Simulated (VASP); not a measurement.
Set up this calculation in VASP 6.6.1, as the native input.

```yaml
Task: single point
Functional: PBE
Potentials_or_basis: VASP PAW PBE potentials, release 64 (Cd, S)
Cutoff: 520 eV
k_mesh: 14 × 14 × 14
Occupations: gaussian, width 0.02 eV
Spin: no spin polarisation
Further_INCAR_settings: ALGO = Fast; EDIFF = 1e-07; NBANDS = 16
```

The structure of CdS lies in POSCAR:

```
CdS
1.0
    0.0000000000      2.9165000000      2.9165000000
    2.9165000000      0.0000000000      2.9165000000
    2.9165000000      2.9165000000      0.0000000000
Cd S
1 1
Direct
    0.0000000000      0.0000000000      0.0000000000
    0.2500000000      0.2500000000      0.2500000000
```

One way to write it, as run:

INCAR

```
SYSTEM = CdS
PREC     = Accurate       ! precision mode
ENCUT    = 520            ! plane-wave cutoff, eV
EDIFF    = 1E-7           ! SCF threshold, eV
ISMEAR   = 0              ! smearing method
SIGMA    = 0.02           ! smearing width, eV
LREAL    = .FALSE.        ! projectors in reciprocal space
LASPH    = .TRUE.         ! aspherical terms in the spheres
NELM     = 60             ! most SCF steps
ALGO     = Fast           ! electronic algorithm
ISIF     = 2              ! what is computed and relaxed
LWAVE    = .FALSE.        ! write WAVECAR
LCHARG   = .FALSE.        ! write CHGCAR
GGA      = PE             ! functional
NBANDS   = 16             ! bands
```

KPOINTS

```
Automatic mesh
0
G
  14 14 14
  0 0 0
```

Potentials or basis: VASP PAW PBE potentials, release 64 (Cd, S).

Launch:

```console
$ cat potpaw_PBE.64/Cd/POTCAR potpaw_PBE.64/S/POTCAR > POTCAR
$ mpirun -np 1 vasp_std > vasp.out
```

It gave:

```
Pressure               : 3.2 GPa
Band gap on the k mesh : 1.15 eV, direct
```

It took 34 s on 1 thread of Intel(R) Xeon(R) Platinum 8559C (Emerald Rapids), on a shared host, peak memory 0.23 GiB.
